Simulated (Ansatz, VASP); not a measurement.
# One calculation of Ca, two programs

```xyz
2
Lattice="3.9800 0.0000 0.0000 -1.9900 3.4468 0.0000 0.0000 0.0000 6.7156" Properties=species:S:1:pos:R:3 pbc="T T T"
Ca    0.0000    2.2979    1.6789
Ca    1.9900    1.1489    5.0367
```

Change from the starting cell: strain +0.000 along x and y, +0.030 along z, atoms carried along.

Alike in both runs: task single point; functional LDA; k mesh 15 × 15 × 8; occupations gaussian, width 0.15 eV; no spin polarisation.

|  | VASP | Ansatz |
| --- | --- | --- |
| version | VASP 6.6.1 | Ansatz 0.2.0 |
| potentials or method | VASP PAW LDA potentials, release 64 (Ca_sv) | scalar-relativistic, plane waves, PAW |
| plane-wave cutoff (eV) | 520 | 420 |
| valence electrons in the cell | 20 | 20 |

|  | VASP | Ansatz | Ansatz less VASP |
| --- | --- | --- | --- |
| gap on the k mesh at the Fermi level (eV) | none | none | - |
| pressure (GPa) | -2.7 | -2.7 | 0.00 |
| largest component of the traceless stress (GPa) | 0.43 | 0.43 | 0.000 |

A gap of «none» marks a metal or a gap that the smearing closes.
